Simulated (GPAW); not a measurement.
# B in GPAW: convergence with basis set

Input of the first run (basis set lcao:sz(dzp)); the others differ in this setting and in those tied to it:

run.py

```python
from ase import Atoms
from ase.dft.bandgap import bandgap
from ase.io import write
from gpaw import GPAW

atoms = Atoms(['B'],
              cell=[[2.34611, 0.0, 0.0],
                    [0.0, 2.34611, 0.0],
                    [0.0, 0.0, 1.58579]],
              scaled_positions=[[0.5, 0.5, 0.5]],
              pbc=True)

calc = GPAW(mode='lcao',
            h=0.16,
            basis='sz(dzp)',
            xc='PBE',
            kpts={'size': (11, 11, 16), 'gamma': True},
            occupations={'name': 'fermi-dirac', 'width': 0.05},
            convergence={'density': 1e-05, 'energy': 1e-05},
            maxiter=100,
            txt='gpaw.txt')
atoms.calc = calc
energy = atoms.get_potential_energy()
forces = atoms.get_forces()
calc.write('gs.gpw')
write('result.traj', atoms)
print(f'Energy: {energy:.6f} eV')
print('Forces (eV/A):')
print(forces.round(4))
print('Fermi level:', round(calc.get_fermi_level(), 4), 'eV')
print(f'Gap: {bandgap(calc)[0]:.4f} eV, direct: {bandgap(calc, direct=True)[0]:.4f} eV')
```

Potentials or basis: GPAW PAW data sets (gpaw-data 1.2.1), lcao:sz(dzp).

The run is started by

```bash
$ OMP_NUM_THREADS=1 python run.py
```

The cell was built by a generator and needn't be a form met in nature.

Hardware: 1 thread of Arm Neoverse V1, on a shared host.

```
    basis set  energy less the tightest run, at zero smearing (meV/atom)  SCF cycles  CPU time (s)  peak memory (GiB)
 lcao:sz(dzp)                                                     581.28           7            96               0.12
lcao:szp(dzp)                                                     436.36           7           370               0.13
 lcao:dz(dzp)                                                     272.90           8           140               0.13
     lcao:dzp                                                     132.12           9           510               0.14
           fd                                                      -1.85          14            28               0.19
           pw                                                       0.00           8            11               0.14
```

Not settled before the last step: the energy (to 1 meV/atom). The tightest run that finished is the yardstick and may itself not be fully converged.
